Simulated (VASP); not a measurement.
# W (Im-3m) in VASP: further runs, part 2 of 2

VASP 6.6.1. Earlier steps stand in the parts before.

## 3. Relaxation of cell and atoms, vdW-DF2

Contents of INCAR:

```
SYSTEM = W
PREC = Accurate
ENCUT = 600
EDIFF = 1E-6
ISMEAR = -1
SIGMA = 0.05
LREAL = .False.
LASPH = .True.
NELM = 80
ALGO = Fast
ISIF = 3
LWAVE = .False.
LCHARG = .False.
GGA = ML
LUSE_VDW = .True.
AGGAC = 0.0
ZAB_VDW = -1.8867
IBRION = 2
NSW = 60
EDIFFG = -0.01
```

Contents of KPOINTS:

```
Automatic mesh
0
Gamma
  12 12 12
  0 0 0
```

Contents of POSCAR:

```
W
1.0
   -1.5823450000      1.5823450000      1.5823450000
    1.5823450000     -1.5823450000      1.5823450000
    1.5823450000      1.5823450000     -1.5823450000
W
1
Direct
    0.0000000000      0.0000000000      0.0000000000
```

Potentials or basis: VASP PAW PBE potentials, release 64 (W_sv).

Command:

```console
$ cat potpaw_PBE.64/W_sv/POTCAR > POTCAR
$ mpirun -np 1 vasp_std > vasp.out
```

OUTCAR:

```text
SYSTEM = W
   PREC = Accurate
   ENCUT = 600
   EDIFF = 1E-6
   ISMEAR = -1
   LREAL = .False.
   LASPH = .True.
   NELM = 80
   ISIF = 3
   GGA = ML
   IBRION = 2
   NSW = 60
   EDIFFG = -0.01

 ion  position               nearest neighbor table
   1  0.000  0.000  0.000-

  LATTYP: Found a body centered cubic cell.
 ALAT       =     3.1646900000

  Lattice vectors:

 A1 = (  -1.5823450000,   1.5823450000,   1.5823450000)
 A2 = (   1.5823450000,  -1.5823450000,   1.5823450000)
 A3 = (   1.5823450000,   1.5823450000,  -1.5823450000)

Analysis of symmetry for initial positions (statically):
=====================================================================
 Subroutine PRICEL returns:
 Original cell was already a primitive cell.

 Routine SETGRP: Setting up the symmetry group for a
 body centered cubic supercell.

 Subroutine GETGRP returns: Found 48 space group operations
 (whereof 48 operations were pure point group operations)
 out of a pool of 48 trial point group operations.

The static configuration has the point symmetry O_h .

Analysis of symmetry for dynamics (positions and initial velocities):
=====================================================================
 Subroutine PRICEL returns:
 Original cell was already a primitive cell.

 Routine SETGRP: Setting up the symmetry group for a
[... 164 lines left out ...]
  -------------------------------------------------------------------------------------
  Total        2.3365224      2.3365224      2.3365224      0.0000000      0.0000000      0.0000000
  in kB      236.2201807    236.2201807    236.2201807      0.0000000      0.0000000      0.0000000
  external PRESSURE =     236.2201807 kB  Pullay stress =       0.0000000 kB
[... 24 lines left out ...]
--------------------------------------- Ionic step        2  -------------------------------------------

 number of electron      13.9999997 magnetization

 E-fermi :   7.4143     XC(G=0): -11.6777

 val. band max:        7.3169693637   @ k =  -0.1667   0.1667   0.1667
 cond. band min:       7.4235860445   @ k =  -0.1667   0.1667   0.0833
 fundamental gap:      0.1066166807
 Fermi energy:         7.4142892552

 k-point     1 :       0.0000    0.0000    0.0000
  band No.  band energies     occupation
      1     -66.9789      2.00000
      2     -30.8788      2.00000
      3     -30.8788      2.00000
      4     -30.8788      2.00000
      5      -0.1812      2.00000
      6       6.6654      2.00000
      7       6.6654      2.00000
      8       6.6654      2.00000
      9       9.0389      0.00000
     10       9.0390      0.00000
     11      21.3611      0.00000
[... 395 lines left out ...]
--------------------------------------- Ionic step        4  -------------------------------------------

 number of electron      13.9999998 magnetization

 Free energy of the ion-electron system (eV)
  ---------------------------------------------------
  ext. energy  EPLUGINS =         0.00000000
  ---------------------------------------------------
  free energy    TOTEN  =        -8.45488627 eV

  energy without entropy =       -8.45000241  energy(sigma->0) =       -8.45244434

 E-fermi :  10.5318     XC(G=0): -12.9479

 val. band max:       10.5245201891   @ k =  -0.2500   0.3333   0.1667
 cond. band min:      10.5364284830   @ k =  -0.1667   0.1667   0.0833
 fundamental gap:      0.0119082939
 Fermi energy:        10.5317725252

 k-point     1 :       0.0000    0.0000    0.0000
  band No.  band energies     occupation
      1     -63.5923      2.00000
      2     -27.3048      2.00000
      3     -27.3048      2.00000
      4     -27.3048      2.00000
      5       1.5311      2.00000
      6       9.4912      2.00000
      7       9.4912      2.00000
      8       9.4912      2.00000
      9      12.6938      0.00000
     10      12.6939      0.00000
     11      25.0737      0.00000
[... 354 lines left out ...]
  energy  without entropy=       -8.4500024114  energy(sigma->0) =       -8.45244434

Total vdW correction in eV:      1.5800105

 reached required accuracy - stopping structural energy minimisation
```

OSZICAR:

```text
N       E                     dE             d eps       ncg     rms          rms(c)
DAV:   1     0.887269182085E+02    0.88727E+02   -0.86202E+03  1592   0.160E+03
DAV:   2    -0.712820585028E+01   -0.95855E+02   -0.92408E+02  1713   0.358E+02
DAV:   3    -0.882133171379E+01   -0.16931E+01   -0.16688E+01  1758   0.461E+01
DAV:   4    -0.883022930860E+01   -0.88976E-02   -0.88970E-02  1716   0.376E+00
[... 40 lines left out ...]
RMM:   3    -0.845482719470E+01    0.91754E-03   -0.39710E-03  1589   0.691E-01    0.197E-01
RMM:   4    -0.845488866752E+01   -0.61473E-04   -0.25270E-04  1655   0.212E-01    0.437E-02
RMM:   5    -0.845488550383E+01    0.31637E-05   -0.10578E-04  1618   0.134E-01    0.100E-02
RMM:   6    -0.845488614564E+01   -0.64182E-06   -0.14229E-05  1590   0.543E-02    0.536E-03
RMM:   7    -0.845488627035E+01   -0.12470E-06   -0.29121E-06  1198   0.242E-02
   4 F= -.84548863E+01 E0= -.84524443E+01  d E =-.855266E-01
```

CONTCAR:

```text
W
   1.00000000000000
    -1.6228507085361772    1.6228507085361772    1.6228507085361772
     1.6228507085361772   -1.6228507085361772    1.6228507085361772
     1.6228507085361772    1.6228507085361772   -1.6228507085361772
  W
     1
Direct
     0.0000000000000000    0.0000000000000000    0.0000000000000000

  0.00000000E+00  0.00000000E+00  0.00000000E+00
```

It took 79 s on 1 thread of AMD EPYC 9R45 (Zen 5), shared host; peak memory 0.24 GiB.

What came out:

```yaml
Free_energy: -8.4549 eV
Relaxed_volume: 17.10 Å³/atom
Relaxed_cell: a = 2.811 Å, b = 2.811 Å, c = 2.811 Å, α = 109.47°, β = 109.47°, γ = 109.47°
Space_group_after_relaxing_to_0.05_Å: Im-3m (No. 229)
Energy_gained_by_relaxing: 85.5 meV/atom
Ionic_steps: 4
Pressure_after_relaxing: -0.1 GPa
Band_gap_on_the_k_mesh: none (metal or under the smearing width)
```

Step by step:
| step | energy change (eV) | largest force (eV/Å) | pressure (GPa) | volume (Å³) |
| --- | --- | --- | --- | --- |
| 1 | 0.0000 | 0.0000 | 23.62 | 15.85 |
| 2 | 0.6184 | 0.0000 | -37.81 | 21.83 |
| 3 | -0.0847 | 0.0000 | -2.09 | 17.22 |
| 4 | -0.0855 | 0.0000 | -0.06 | 17.10 |

Final structure:
```yaml
crystal:
  lattice:
    - [-1.62285, 1.62285, 1.62285]
    - [1.62285, -1.62285, 1.62285]
    - [1.62285, 1.62285, -1.62285]
  atoms:
    - { symbol: W, position: [0.00000, 0.00000, 0.00000] }
```

Caveat: the PAW data sets were made with another functional, which shifts forces and pressure a little.

## 4. Relaxation of cell and atoms, vdW-DF

Contents of INCAR:

```
PREC     = Accurate       # precision mode
ENCUT    = 600            # plane-wave cutoff, eV
EDIFF    = 1E-6           # SCF threshold, eV
ISMEAR   = -1             # smearing method
SIGMA    = 0.05           # smearing width, eV
LREAL    = F              # projectors in reciprocal space
LASPH    = T              # aspherical terms in the spheres
NELM     = 80             # most SCF steps
ALGO     = Fast           # electronic algorithm
ISIF     = 3              # what is computed and relaxed
LWAVE    = F              # write WAVECAR
LCHARG   = F              # write CHGCAR
GGA      = RE             # functional
LUSE_VDW = T            
AGGAC    = 0.0          
IBRION   = 2              # ionic algorithm
NSW      = 40             # ionic steps
EDIFFG   = -0.02          # ionic threshold
```

Contents of KPOINTS:

```
regular mesh
0
Gamma
  12 12 12
```

POSCAR is that of step 3.

Command:

```console
$ cat potpaw_PBE.64/W_sv/POTCAR > POTCAR
$ mpirun -np 1 vasp_std > vasp.out
```

Run time: 69 s. Hardware: 1 thread of AMD EPYC 9R45 (Zen 5), shared host; peak memory 0.24 GiB.

It converged, with:

| Quantity | Value |
| --- | --- |
| Free energy | -8.7506 eV |
| Relaxed volume | 16.58 Å³/atom |
| Relaxed cell | a = 2.782 Å, b = 2.782 Å, c = 2.782 Å, α = 109.47°, β = 109.47°, γ = 109.47° |
| Space group after relaxing (to 0.05 Å) | Im-3m (No. 229) |
| Energy gained by relaxing | 30.3 meV/atom |
| Ionic steps | 4 |
| Pressure after relaxing | 0.0 GPa |
| Band gap on the k mesh | none (metal or under the smearing width) |

The path:
| step | energy change (eV) | largest force (eV/Å) | pressure (GPa) | volume (Å³) |
| --- | --- | --- | --- | --- |
| 1 | 0.0000 | 0.0000 | 13.78 | 15.85 |
| 2 | 0.2510 | 0.0000 | -30.35 | 19.18 |
| 3 | -0.0302 | 0.0000 | -0.77 | 16.62 |
| 4 | -0.0303 | 0.0000 | -0.03 | 16.58 |

Final structure:
```xyz
1
Lattice="-1.6062 1.6062 1.6062 1.6062 -1.6062 1.6062 1.6062 1.6062 -1.6062" Properties=species:S:1:pos:R:3 pbc="T T T"
W     0.0000    0.0000    0.0000
```

Levels at points of the mesh, in eV from the Fermi level:
```csv
k point,band 3,band 4,band 5,band 6,band 7,band 8,band 9,band 10,band 11
"(0.00, 0.00, 0.00)",-37.84,-37.84,-9.19,-1.10,-1.10,-1.10,2.25,2.25,14.62
"(0.50, 0.00, 0.00)",-38.20,-37.84,-5.84,-3.27,0.76,2.10,3.01,5.77,11.61
"(0.50, 0.50, 0.50)",-38.62,-38.62,-5.33,-5.33,4.87,4.87,4.87,8.08,8.08
```

Caveat: the PAW data sets were made with another functional, which shifts forces and pressure a little. Zero-point motion and thermal expansion aren't in these numbers.

## 5. The reference run

An earlier run on the cell as given: functional PBE; potentials or basis VASP PAW PBE potentials, release 64 (W_sv); cutoff 520 eV; k mesh 12 × 12 × 12; occupations fermi-dirac, width 0.05 eV; no spin polarisation.

* Pressure: 6.4 GPa
* Band gap on the k mesh: none (metal or under the smearing width)

## 6. The runs side by side

| task | level | cell | cutoff (eV) | gap on the mesh (eV) | pressure (GPa) | relaxed volume (Å³/atom) |
| --- | --- | --- | --- | --- | --- | --- |
| relaxation of cell and atoms | vdW-DF-cx | relaxed | 600 | none | 0.0 | 15.80 |
| relaxation of cell and atoms | vdW-DF2 | relaxed | 600 | none | -0.1 | 17.10 |
| relaxation of cell and atoms | vdW-DF | relaxed | 600 | none | 0.0 | 16.58 |
| single point | PBE | as given | 520 | none | 6.4 | - |

Alike in all rows: potentials or basis VASP PAW PBE potentials, release 64 (W_sv); no spin polarisation; k mesh 12 × 12 × 12; smearing fermi-dirac 0.05 eV.

Caveats: the PAW data sets were made with another functional, which shifts forces and pressure a little (some runs).

Absolute energies hang on the potentials; compare differences alone.
